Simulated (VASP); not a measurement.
Wanted: the native input for a VASP 6.6.1 run.

| Quantity | Value |
| --- | --- |
| Task | single point |
| Functional | PBE |
| Potentials or basis | VASP PAW PBE potentials, release 64 (Se) |
| Cutoff | 520 eV |
| k mesh | 9 × 9 × 9 |
| Occupations | fermi-dirac, width 0.05 eV |
| Spin | no spin polarisation |
| Further INCAR settings | ALGO = Normal; EDIFF = 1e-07; NBANDS = 9 |

The structure of Se lies in POSCAR:

```
Se
1.0
    2.8105630200      0.0000000000      0.0000000000
    0.0000000000      2.8105630200      0.0000000000
    0.0000000000      0.0000000000      2.8105630200
Se
1
Direct
    0.0000000000      0.0000000000      0.0000000000
```

This isn't the form of Se at room conditions, which is trigonal, of chains.

One way to write it, as run:

INCAR

```
PREC = Accurate ; ENCUT = 520
EDIFF = 1E-7 ; ISMEAR = -1
SIGMA = 0.05 ; LREAL = False
LASPH = True ; NELM = 80
ALGO = Normal ; ISIF = 2
LWAVE = False ; LCHARG = True
GGA = PE ; LELF = True
LVHAR = True ; NBANDS = 9
```

KPOINTS

```
regular mesh
0
Gamma
  9 9 9
```

Potentials or basis: VASP PAW PBE potentials, release 64 (Se).

The run is started by

```sh
$ cat potpaw_PBE.64/Se/POTCAR > POTCAR
$ mpirun -np 1 vasp_std > vasp.out
```

Results of the run:

```yaml
Pressure: 2.0 GPa
Band_gap_on_the_k_mesh: none (metal or under the smearing width)
```

It took 6.2 s on 1 thread of AMD EPYC 7R43 64-Core Processor (Zen 3), with other jobs on the host, peak memory 0.09 GiB.
